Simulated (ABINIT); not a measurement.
# Rh (Fm-3m) in ABINIT: further runs, part 2 of 2

ABINIT 10.8.3 (patched build). Earlier steps stand in the parts before.

## 3. Equation of state, PBE

Input file run.abi:

```
# Datasets: one volume each
ndtset 7
getwfk -1
scalecart1 3*0.9795861087
scalecart2 3*0.9864848297
scalecart3 3*0.9932883884
scalecart4 3*1.0000000000
scalecart5 3*1.0066227096
scalecart6 3*1.0131594038
scalecart7 3*1.0196128224

# Pseudopotentials
pp_dirpath "./"
pseudos "45_Rh_17_1.9_2.4_pbe_n_v1.0.psp8"

# Structure
acell 2.6839652093 2.6839652093 2.6839652093 Angstrom
rprim
     0.0000000000     0.7071067812     0.7071067812
     0.7071067812     0.0000000000     0.7071067812
     0.7071067812     0.7071067812     0.0000000000
ntypat 1
znucl 45
natom 1
typat 1
xred
     0.0000000000     0.0000000000     0.0000000000

# Plane-wave basis
ecut 26.0

# k points
kptopt 1
ngkpt 12 12 12
nshiftk 1
shiftk 0.0 0.0 0.0

# Exchange and correlation
ixc 11

# Bands and occupations
nband 13
occopt 3
tsmear 0.05 eV

# SCF cycle
nstep 100
tolvrs 1.0e-10

# Output
iomode 3
prtwf 1
prtden 0
prteig 0
prtebands 0
enunit 2
```

Potentials or basis: SPMS NC PBE v1.0.

Run with:

```sh
abinit run.abi > log 2>&1
```

run.abo:

```text
.Version 10.8.3 of ABINIT
 DATASET    1 : space group Fm -3 m (#225); Bravais cF (face-center cubic)
================================================================================
 Values of the parameters that define the memory need for DATASET  1.
     intxc =       0    ionmov =       0      iscf =       7    lmnmax =       6
     lnmax =       6     mgfft =      24  mpssoang =       3    mqgrid =    3001
     natom =       1  nloc_mem =       1    nspden =       1   nspinor =       1
    nsppol =       1      nsym =      48    n1xccc =    2501    ntypat =       1
    occopt =       3   xclevel =       2
       mpw =         560          nfft =       13824          nkpt =          72
================================================================================
================================================================================
[... 61 lines left out ...]
 DATASET    7 : space group Fm -3 m (#225); Bravais cF (face-center cubic)
================================================================================
 Values of the parameters that define the memory need for DATASET  7.
     intxc =       0    ionmov =       0      iscf =       7    lmnmax =       6
     lnmax =       6     mgfft =      24  mpssoang =       3    mqgrid =    3001
     natom =       1  nloc_mem =       1    nspden =       1   nspinor =       1
    nsppol =       1      nsym =      48    n1xccc =    2501    ntypat =       1
    occopt =       3   xclevel =       2
       mpw =         632          nfft =       13824          nkpt =          72
================================================================================
================================================================================

--------------------------------------------------------------------------------
------------- Echo of variables that govern the present computation ------------
--------------------------------------------------------------------------------
 -outvars: echo values of preprocessed input variables --------
            acell      5.0719591770E+00  5.0719591770E+00  5.0719591770E+00 Bohr
              amu      1.02905500E+02
             ecut      2.60000000E+01 Hartree
           enunit           2
           getwfk          -1
[... 95 lines left out ...]
- pspini: atom type   1  psp file is ./45_Rh_17_1.9_2.4_pbe_n_v1.0.psp8
    8   11    2    4       600   0.00000      pspcod,pspxc,lmax,lloc,mmax,r2well
    5.99000000000000    7.00000000000000    0.00000000000000   rchrg,fchrg,qchrg
     nproj     2     2     2
     extension_switch     1

   2.60438943E+02                                ecore*ucvol(ha*bohr**3)
--------------------------------------------------------------------------------

================================================================================

--- !BeginCycle
iteration_state: {dtset: 1, }
solver: {iscf: 7, nstep: 100, nline: 4, wfoptalg: 0, }
tolerances: {tolvrs: 1.00E-10, }
...
[... 1007 lines left out ...]
-Cartesian components of stress tensor (GPa)         [Pressure= -7.3122E+00 GPa]
- sigma(1 1)=  7.31224893E+00  sigma(3 2)=  0.00000000E+00
- sigma(2 2)=  7.31224893E+00  sigma(3 1)=  0.00000000E+00
- sigma(3 3)=  7.31224893E+00  sigma(2 1)=  0.00000000E+00

== END DATASET(S) ==============================================================
================================================================================

 -outvars: echo values of variables after computation  --------
            acell      5.0719591770E+00  5.0719591770E+00  5.0719591770E+00 Bohr
           etotal1    -1.1642469245E+02
           etotal2    -1.1642627053E+02
           etotal3    -1.1642737335E+02
           etotal4    -1.1642805384E+02
           etotal5    -1.1642836006E+02
           etotal6    -1.1642833391E+02
           etotal7    -1.1642801313E+02
            fcart1    -0.0000000000E+00 -0.0000000000E+00 -0.0000000000E+00
            fcart2    -0.0000000000E+00 -0.0000000000E+00 -0.0000000000E+00
            fcart3    -0.0000000000E+00 -0.0000000000E+00 -0.0000000000E+00
            fcart4    -0.0000000000E+00 -0.0000000000E+00 -0.0000000000E+00
            fcart5    -0.0000000000E+00 -0.0000000000E+00 -0.0000000000E+00
            fcart6    -0.0000000000E+00 -0.0000000000E+00 -0.0000000000E+00
            fcart7    -0.0000000000E+00 -0.0000000000E+00 -0.0000000000E+00
            rprim1     0.0000000000E+00  6.9267198023E-01  6.9267198023E-01
                       6.9267198023E-01  0.0000000000E+00  6.9267198023E-01
                       6.9267198023E-01  6.9267198023E-01  0.0000000000E+00
[... 17 lines left out ...]
                       7.2097514092E-01  7.2097514092E-01  0.0000000000E+00
           strten1    -9.9329077490E-04 -9.9329077490E-04 -9.9329077490E-04
                       0.0000000000E+00  0.0000000000E+00  0.0000000000E+00
           strten2    -7.2007847004E-04 -7.2007847004E-04 -7.2007847004E-04
                       0.0000000000E+00  0.0000000000E+00  0.0000000000E+00
           strten3    -4.7747370625E-04 -4.7747370625E-04 -4.7747370625E-04
                       0.0000000000E+00  0.0000000000E+00  0.0000000000E+00
           strten4    -2.6215923429E-04 -2.6215923429E-04 -2.6215923429E-04
                       0.0000000000E+00  0.0000000000E+00  0.0000000000E+00
           strten5    -7.1057358161E-05 -7.1057358161E-05 -7.1057358161E-05
                       0.0000000000E+00  0.0000000000E+00  0.0000000000E+00
           strten6     9.8402556757E-05  9.8402556757E-05  9.8402556757E-05
                       0.0000000000E+00  0.0000000000E+00  0.0000000000E+00
           strten7     2.4853828932E-04  2.4853828932E-04  2.4853828932E-04
                       0.0000000000E+00  0.0000000000E+00  0.0000000000E+00
 Calculation completed.
```

Run time: 72 s. Hardware: 1 thread of Arm Neoverse V1, shared host; peak memory 0.09 GiB.

Results:

```yaml
Equilibrium_volume: 14.06 Å³/atom
Bulk_modulus: 259 GPa
Pressure_derivative_of_the_bulk_modulus: 5.1
```

Energy against volume, from the lowest point:
```csv
volume (Å³/atom),energy (meV/atom)
12.851,99.80
13.125,56.86
13.398,26.85
13.671,8.33
13.945,0.00
14.218,0.71
14.492,9.44
```

Caveat: pressures at fixed basis lie under the slope of the energies. PBE usually gives volumes a little too large and moduli too small.

## 4. Equation of state, PBE

Changes to run.abi since step 3:

```diff
@@ -13,3 +13,3 @@
 pp_dirpath "./"
-pseudos "45_Rh_17_1.9_2.4_pbe_n_v1.0.psp8"
+pseudos "Rh.GGA_PBE-JTH.xml"
 
@@ -29,3 +29,5 @@
 # Plane-wave basis
-ecut 26.0
+ecut 16.0
+pawecutdg 32.0
+pawxcdev 0
 
@@ -47,3 +49,3 @@
 nstep 100
-tolvrs 1.0e-10
+tolvrs 1.0e-9
```

Potentials or basis: JTH PAW PBE v2.0.

Run with:

```sh
abinit run.abi > log 2>&1
```

It took 53 s on 1 thread of Arm Neoverse V1, shared host; peak memory 0.12 GiB.

It converged, with:

```
Equilibrium volume                      : 14.05 Å³/atom
Bulk modulus                            : 251 GPa
Pressure derivative of the bulk modulus : 5.4 (rough: it moves with the points fitted)
```

Energy against volume, from the lowest point:
| volume (Å³/atom) | energy (meV/atom) |
| --- | --- |
| 12.851 | 95.87 |
| 13.125 | 53.96 |
| 13.398 | 25.22 |
| 13.671 | 7.72 |
| 13.945 | 0.00 |
| 14.218 | 0.09 |
| 14.492 | 9.48 |

Caveat: pressures at fixed basis lie under the slope of the energies.

## 5. Overview

```csv
potentials or basis,cutoff (eV),fine-grid cutoff,V0 of scaled cells (Å³/atom),B0 (GPa)
Ansatz NC PBE,1252,-,14.04,258
SPMS NC PBE v1.0,707,-,14.06,259
JTH PAW PBE v2.0,435,870.764 eV,14.05,251
```

Alike in all rows: task equation of state; level PBE; no spin polarisation; cell as given; k mesh 12 × 12 × 12; smearing fermi-dirac 0.05 eV.

Caveats: pressures at fixed basis lie under the slope of the energies.

Total energies depend on the potentials used, so only differences within one code and one set of settings carry meaning.

## 6. How close it comes

Step 2. Measured bulk modulus of Rh: 264 GPa (quoted in “Thermal equation of state of rhodium characterized by XRD in a resistively heated diamond anvil cell”, 2024, pmc:11535440). This calculation gives 258 GPa (-2.1 %). The fit is for a static lattice scaled at fixed shape and fixed fractional positions.

Step 3. A measured bulk modulus of Rh is 264 GPa (quoted in “Thermal equation of state of rhodium characterized by XRD in a resistively heated diamond anvil cell”, 2024, pmc:11535440); the calculated 259 GPa misses it by -1.9 %. The fit is for a static lattice scaled at fixed shape and fixed fractional positions.

Step 4. A measured bulk modulus of Rh is 264 GPa (quoted in “Thermal equation of state of rhodium characterized by XRD in a resistively heated diamond anvil cell”, 2024, pmc:11535440); the calculated 251 GPa misses it by -5.0 %. The fit is for a static lattice scaled at fixed shape and fixed fractional positions.
